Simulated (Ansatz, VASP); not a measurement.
# Na in VASP and in Ansatz

Contents of INCAR:

```
SYSTEM = Na
ALGO     = Normal         ! electronic algorithm
EDIFF    = 1E-6           ! SCF threshold, eV
EDIFFG   = -0.005         ! ionic threshold
ENCUT    = 600            ! plane-wave cutoff, eV
GGA      = PE             ! functional
IBRION   = 2              ! ionic algorithm
ISIF     = 4              ! what is computed and relaxed
ISMEAR   = -1             ! smearing method
LASPH    = .True.         ! aspherical terms in the spheres
LCHARG   = .False.        ! write CHGCAR
LREAL    = .False.        ! projectors in reciprocal space
LWAVE    = .False.        ! write WAVECAR
NELM     = 80             ! most SCF steps
NSW      = 50             ! ionic steps
PREC     = Accurate       ! precision mode
SIGMA    = 0.08           ! smearing width, eV
```

KPOINTS

```
k-points
0
Gamma
  13 13 12
  0 0 0
```

File POSCAR:

```
Na
1.0
    3.4240485325      0.0000000000      0.0000000000
   -1.7120242663      2.9653130129      0.0000000000
    0.0000000000      0.0000000000      3.2186056205
Na
1
Direct
    0.0000000000      0.0000000000      0.0000000000
```

Input for Ansatz:

```yaml
crystal:
  lattice:
    - [3.4240485325, 0.0, 0.0]
    - [-1.7120242663, 2.9653130129, 0.0]
    - [0.0, 0.0, 3.2186056205]
  atoms:
    - { symbol: Na, position: [0.0, 0.0, 0.0] }
kpoints:
  mp_grid: { grid: [13, 13, 12] }
scf:
  occupations: { method: fermi_dirac, width: 0.08 }
hamiltonian:
  xc: pbe
  pseudopotentials: { kind: paw }
output:
  forces: true
  stress: true
relax:
  f_tol: 0.005
  max_steps: 30
  cell: { stress_tol: 0.08, fix: [volume] }
```

Alike in both runs: task relaxation of shape and atoms at fixed volume; functional PBE; k mesh 13 × 13 × 12; occupations fermi-dirac, width 0.08 eV; no spin polarisation.

```csv
,VASP,Ansatz
version,VASP 6.6.1,Ansatz 0.2.0
potentials or method,"VASP PAW PBE potentials, release 64 (Na_pv)","PAW with Ansatz's default frozen-core files, scalar-relativistic"
plane-wave cutoff (eV),600,420
valence electrons in the cell,7,9
```

|  | VASP | Ansatz | Ansatz less VASP |
| --- | --- | --- | --- |
| relaxed volume (Å³/atom) | 32.68 | 32.68 | 0.000 |
| relaxed cell length with the largest relative difference (Å) | 3.204 | 3.204 | +0.0005 |

The two sets of potentials don't hold the same shells in valence.
